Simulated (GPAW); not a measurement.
# STM contrast on B/Ag(110), part 2 of 2

Aim: Tersoff-Hamann images of B/Ag(110) at several biases.

GPAW 26.7.0; GPAW, PAW setups; slab in vacuum, relaxation (the session's first sound run).

So far. Step 2 (Relaxation): The relaxation lowered the energy of the cell by 0.114 eV (energies extrapolated to zero smearing; the optimiser's log prints free energies). The largest force left on a free atom is 0.0093 eV/Å.

## 3. Plane waves, PBE

With the geometry fixed, the planar mean of the potential gives the vacuum level on each side.

This step: GPAW, PAW setups; slab in vacuum (GPAW 26.7.0).

File run.py:

```python
import json
import numpy as np
from ase import Atoms
from ase.dft.stm import STM
from gpaw import GPAW, PW

slab = Atoms(
    ['Ag', 'Ag', 'Ag', 'Ag', 'Ag', 'B'],
    positions=[
        [0.00000, 0.00000, 7.00000],
        [2.04500, 1.44603, 8.44603],
        [0.00000, 0.00000, 9.89207],
        [2.04500, 1.44603, 11.40319],
        [0.00000, -0.00000, 12.89212],
        [0.00000, 1.44603, 14.44476]],
    cell=[[4.09, 0.0, 0.0], [0.0, 2.89207, 0.0], [0.0, 0.0, 21.55983]],
    pbc=[True, True, False])

slab.calc = GPAW(mode=PW(500), xc='PBE', kpts={'size': (8, 11, 1), 'gamma': True},
                 occupations={'name': 'fermi-dirac', 'width': 0.1}, nbands='200%',
                 convergence={'density': 1e-05}, maxiter=200,
                 poissonsolver={'dipolelayer': 'xy'},
                 symmetry={'tolerance': 1e-3}, txt='slab.txt')
result = {}
energy = slab.get_potential_energy()
fermi = slab.calc.get_fermi_level()
v = slab.calc.get_electrostatic_potential().mean((0, 1)) - fermi
n = slab.calc.get_pseudo_density().mean((0, 1))
L = slab.cell[2, 2]
z = np.arange(len(v)) * L / len(v)
low, high = slab.positions[:, 2].min(), slab.positions[:, 2].max()
below, above = np.interp([low - 4.8, high + 4.8], z, v)
slopes = [np.interp(x, z, np.gradient(v, z)) for x in (low - 4.8, high + 4.8)]
eps = np.array([[slab.calc.get_eigenvalues(k, s) for k in range(len(slab.calc.get_ibz_k_points()))]
                for s in range(slab.calc.get_number_of_spins())]) - fermi
top, bottom = eps[eps < 0].max(), eps[eps > 0].min()
dipole = slab.get_dipole_moment()[2]
print(f'energy {energy:.4f} eV, Fermi level {fermi:.4f} eV, dipole {dipole:.5f} e A')
print(f'potential 4.8 A off the faces, from the Fermi level: lower {below:.4f} eV, upper {above:.4f} eV')
print(f'slope of the potential there: lower {slopes[0]:.5f}, upper {slopes[1]:.5f} eV/A')
print(f'nearest levels on the mesh: {top:.4f} and {bottom:.4f} eV')
print('magnetic moment', round(slab.get_magnetic_moment(), 3))
result.update(energy=energy, fermi=fermi, dipole=dipole, below=below, above=above, slopes=slopes, edges=[top, bottom],
              z=z.tolist(), v=v.tolist(), n=n.tolist(), positions=slab.positions.tolist(),
              forces=slab.get_forces(apply_constraint=False).tolist(), moments=slab.get_magnetic_moments().tolist())

# Images need the states of the whole zone, up to time reversal
slab.calc = slab.calc.fixed_density(symmetry={'point_group': False}, txt='states.txt', nbands='290%',
                                    convergence={'bands': 'CBM+1.3'})
stm = STM(slab)
result['stm'] = []
for bias in [-1.0, 1.0]:
    height = high + 4.0
    current = stm.get_averaged_current(bias, height)
    x, y, h = stm.scan(bias, current)
    i, f = divmod(height / L * stm.ldos.shape[2], 1)
    I = abs((1 - f) * stm.ldos[:, :, int(i)] + f * stm.ldos[:, :, int(i) + 1])
    print(f'bias {bias} V: mean current at 4.0 A {current:.4e}, corrugation {np.ptp(h):.4f} A')
    result['stm'].append(dict(bias=bias, current=current, h=(h - high).tolist(), I=I.tolist()))
json.dump(result, open('result.json', 'w'))
```

The run is started by

```bash
$ OMP_NUM_THREADS=1 OPENBLAS_NUM_THREADS=1 python run.py
```

The log of the run:

```text
energy -16.1353 eV, Fermi level 0.1367 eV, dipole -0.06310 e A
potential 4.8 A off the faces, from the Fermi level: lower 4.1956 eV, upper 5.1613 eV
slope of the potential there: lower -0.00046, upper 0.00010 eV/A
nearest levels on the mesh: -0.0009 and 0.0039 eV
magnetic moment 0.0
bias -1.0 V: mean current at 4.0 A 4.3430e-06, corrugation 0.3681 A
bias 1.0 V: mean current at 4.0 A 1.7251e-05, corrugation 0.3374 A
```

The job ended after 17 min (1 thread of Arm Neoverse V1, shared host; peak memory 1.3 GiB).

This step gave:

```
dipole along the normal                    : -0.06310 e·Å
levels nearest the Fermi level on the mesh : -9.39e-4, 0.003946 eV from the Fermi level
lower work function                        : 4.196 eV
corrugation -1                             : 0.3681 Å
corrugation 1                              : 0.3374 Å
```

The electrostatic potential energy of an electron (without an applied field's), less the Fermi level, planar mean oscillates, so the rows of the table below give means over windows of 1.49 Å about each position, cut where the curve ends. Its maxima inside the range that stand out by 2 % of the span (Å: eV): 7.7: -4.51, 9.1: -4.72, 10.7: -3.95, 12.1: -4.48, 13.9: -0.614, 19.8: 5.16. Its minima: 7.0: -11.4, 8.5: -11.9, 9.9: -11.8, 11.5: -11.8, 12.9: -11.9, 14.4: -5.15.

Table of electrostatic potential energy of an electron (without an applied field's), less the Fermi level, planar mean by z; means over each step:

```
z (Å)  electrostatic potential energy of an electron (without an applied field's), less the Fermi level, planar mean (eV)
 0.74                                                                                                                4.26
 2.23                                                                                                                4.20
 3.72                                                                                                                4.18
 5.21                                                                                                                3.71
 6.70                                                                                                               -5.73
 8.19                                                                                                               -8.08
 9.68                                                                                                               -8.06
11.17                                                                                                               -7.84
12.66                                                                                                               -7.90
14.15                                                                                                               -2.45
15.64                                                                                                                3.92
17.13                                                                                                                5.14
18.62                                                                                                                5.16
20.11                                                                                                                5.16
```

The pseudo valence density, planar mean by z:

```
z (Å)  pseudo valence density, planar mean (e/Å³)
 0.00                                           0
 0.58                                           0
 1.15                                           0
 1.73                                      2.5e-6
 2.31                                      6.7e-6
 2.89                                      3.1e-5
 3.46                                      1.3e-4
 4.04                                      5.2e-4
 4.62                                     0.00215
 5.20                                     0.00937
 5.77                                      0.0467
 6.35                                       0.315
 6.93                                        1.56
 7.51                                       0.635
 8.08                                       0.927
 8.66                                        1.31
 9.24                                       0.504
 9.82                                        1.58
10.39                                       0.623
10.97                                       0.754
11.55                                        1.46
12.13                                       0.454
12.70                                        1.36
13.28                                       0.799
13.86                                       0.228
14.44                                       0.158
15.01                                       0.112
15.59                                      0.0319
16.17                                     0.00677
16.75                                     0.00139
17.32                                      2.8e-4
17.90                                      6.0e-5
18.48                                      1.1e-5
19.06                                      3.5e-6
19.63                                           0
20.21                                           0
20.79                                           0
21.37                                           0
```

Tip height over the top atom over a1 and a2. Sample bias -1 V, constant current at the mean current 4.0 Å over the top atom.

Ten even steps from '0' (3.78 Å) to '9' (4.15 Å):
```
777665432100000123456677
877765543210001234556777
888766543211011234566788
988876554321112345567888
999887654321112345678899
999987654322222345678999
999987655432223455678999
999987655432223455678999
999987654322222345678999
999887654321112345678899
988876554321112345567888
888766543211011234566788
877765543210001234556777
777665432100000123456677
777665432100000123456677
```
Columns: a1 from 0 to 0.958; rows upwards: a2 from 0 to 0.933.

Local density of states summed over the bias window over a1 and a2. Sample bias -1 V, constant height 4.0 Å over the top atom.

Values in units of 1e-6 arbitrary, 15 rows by 16 columns, each cell a mean:
```
5.2 5.1 4.7 4.3 3.8 3.3 2.9 2.7 2.6 2.7 3.0 3.4 4.0 4.4 4.9 5.1
5.4 5.3 4.9 4.5 3.9 3.4 3.0 2.8 2.7 2.8 3.1 3.5 4.1 4.6 5.1 5.3
5.6 5.5 5.1 4.7 4.1 3.6 3.1 2.9 2.8 2.9 3.3 3.7 4.3 4.8 5.3 5.5
5.9 5.8 5.4 4.9 4.3 3.8 3.3 3.0 2.9 3.0 3.4 3.9 4.5 5.0 5.5 5.8
6.2 6.0 5.6 5.1 4.4 3.9 3.4 3.1 3.0 3.1 3.6 4.0 4.7 5.3 5.8 6.1
6.4 6.3 5.8 5.3 4.6 4.0 3.5 3.2 3.1 3.2 3.7 4.2 4.8 5.4 6.0 6.3
6.5 6.4 5.9 5.4 4.6 4.1 3.5 3.2 3.1 3.3 3.8 4.2 4.9 5.5 6.1 6.4
6.5 6.4 5.9 5.4 4.6 4.1 3.5 3.2 3.1 3.3 3.8 4.2 4.9 5.5 6.1 6.4
6.4 6.3 5.8 5.3 4.6 4.0 3.5 3.2 3.1 3.2 3.7 4.2 4.8 5.4 6.0 6.3
6.2 6.0 5.6 5.1 4.4 3.9 3.4 3.1 3.0 3.1 3.6 4.0 4.7 5.3 5.8 6.1
5.9 5.8 5.4 4.9 4.3 3.8 3.3 3.0 2.9 3.0 3.4 3.9 4.5 5.0 5.5 5.8
5.6 5.5 5.1 4.7 4.1 3.6 3.1 2.9 2.8 2.9 3.3 3.7 4.3 4.8 5.3 5.5
5.4 5.3 4.9 4.5 3.9 3.4 3.0 2.8 2.7 2.8 3.1 3.5 4.1 4.6 5.1 5.3
5.2 5.1 4.7 4.3 3.8 3.3 2.9 2.7 2.6 2.7 3.0 3.4 4.0 4.4 4.9 5.1
5.2 5.0 4.7 4.3 3.7 3.3 2.9 2.7 2.6 2.7 3.0 3.4 3.9 4.4 4.8 5.1
```
Columns: a1 from 0 to 0.958; rows upwards: a2 from 0 to 0.933.

Tip height over the top atom over a1 and a2. Sample bias 1 V, constant current at the mean current 4.0 Å over the top atom.

Values in Å, 15 rows by 16 columns, each cell a mean:
```
4.08 4.07 4.04 4.01 3.96 3.92 3.85 3.82 3.81 3.83 3.88 3.93 3.98 4.02 4.06 4.08
4.09 4.08 4.05 4.02 3.97 3.92 3.86 3.83 3.82 3.83 3.89 3.94 3.99 4.02 4.06 4.08
4.10 4.09 4.06 4.03 3.98 3.93 3.87 3.84 3.83 3.84 3.90 3.95 4.00 4.03 4.08 4.09
4.11 4.10 4.08 4.04 3.99 3.95 3.89 3.85 3.84 3.86 3.91 3.96 4.01 4.05 4.09 4.11
4.13 4.12 4.09 4.05 4.00 3.96 3.90 3.86 3.85 3.87 3.92 3.97 4.02 4.06 4.10 4.12
4.13 4.13 4.10 4.06 4.01 3.96 3.91 3.87 3.86 3.88 3.93 3.98 4.03 4.07 4.11 4.13
4.14 4.13 4.10 4.06 4.01 3.97 3.91 3.87 3.86 3.88 3.93 3.98 4.03 4.07 4.11 4.13
4.14 4.13 4.10 4.06 4.01 3.97 3.91 3.87 3.86 3.88 3.93 3.98 4.03 4.07 4.11 4.13
4.13 4.13 4.10 4.06 4.01 3.96 3.91 3.87 3.86 3.88 3.93 3.98 4.03 4.07 4.11 4.13
4.13 4.12 4.09 4.05 4.00 3.96 3.90 3.86 3.85 3.87 3.92 3.97 4.02 4.06 4.10 4.12
4.11 4.10 4.08 4.04 3.99 3.95 3.89 3.85 3.84 3.86 3.91 3.96 4.01 4.05 4.09 4.11
4.10 4.09 4.06 4.03 3.98 3.93 3.87 3.84 3.83 3.84 3.90 3.95 4.00 4.03 4.08 4.09
4.09 4.08 4.05 4.02 3.97 3.92 3.86 3.83 3.82 3.83 3.89 3.94 3.99 4.02 4.06 4.08
4.08 4.07 4.04 4.01 3.96 3.92 3.85 3.82 3.81 3.83 3.88 3.93 3.98 4.02 4.06 4.08
4.08 4.07 4.04 4.01 3.96 3.91 3.85 3.82 3.80 3.82 3.88 3.93 3.98 4.02 4.06 4.08
```
Columns: a1 from 0 to 0.958; rows upwards: a2 from 0 to 0.933.

Local density of states summed over the bias window over a1 and a2. Sample bias 1 V, constant height 4.0 Å over the top atom.

Ten even steps from '_' (1.16 × 1e-5 arbitrary) to '@' (2.41 × 1e-5 arbitrary):
```
######**++==--::..______________..::--==++**####
######**++==--::....__________....::--==++**####
%%%%####**++==--::..__________..::--==++**####%%
%%%%%%##**++==--::....______....::--==++**##%%%%
@@@@%%%%##**==--::....______....::--==**##%%%%@@
@@@@@@%%##**++==--::..______..::--==++**##%%@@@@
@@@@@@%%##**++==--::....__....::--==++**##%%@@@@
@@@@@@%%##**++==--::....__....::--==++**##%%@@@@
@@@@@@%%##**++==--::..______..::--==++**##%%@@@@
@@@@%%%%##**==--::....______....::--==**##%%%%@@
%%%%%%##**++==--::....______....::--==++**##%%%%
%%%%####**++==--::..__________..::--==++**####%%
######**++==--::....__________....::--==++**####
######**++==--::..______________..::--==++**####
####****++==--::..______________..::--==++****##
```
Columns: a1 from 0 to 0.958; rows upwards: a2 from 0 to 0.933.

Force by atom:

```
atom  x (eV/Å)  y (eV/Å)  z (eV/Å)   size
 Ag1     0.000     0.000     0.064  0.064
 Ag2     0.000     0.000    -0.264  0.264
 Ag3     0.000     0.000     0.212  0.212
 Ag4     0.000     0.000    -0.007  0.007
 Ag5     0.000     0.000    -0.011  0.011
  B6     0.000     0.000    -0.004  0.004
```

The potential is flat to 4.6e-4 eV/Å where it is read, so the vacuum is wide enough.

## 4. Results

- work function, upper and lower face: 5.161 and 4.196 eV
- dipole along the normal: -0.0631 e Å
- corrugation at -1 V: 0.368 Å
- corrugation at 1 V: 0.337 Å

What this shows: The tip height varies by 0.34 to 0.37 Å over the cell, much the same at every bias tried. Negative sample bias images filled states, positive bias empty ones. The two faces differ by 0.97 eV, the step that the slab's dipole makes (e p/(ε0 A) gives 0.97 eV), so the dipole layer is needed. The images are of Tersoff-Hamann type: an s-wave tip, no tip-sample forces, heights closer than in a microscope. The cell of 11.8 Å² holds one B, started on one chosen site; other sites and coverages weren't tried. The in-plane lattice was kept as typed, which isn't the functional's own and leaves some strain; spin-orbit coupling and temperature are left out.

[Logs are printed without paths, hosts, clocks, repeated set-up lines and the standing remarks that a program may print on its own settings, such as how far it seeks lower states.]

[Hosts, paths, dates, database ids (printed as entryN), source tags and the programs' standing remarks are cut or masked in the printed files.]
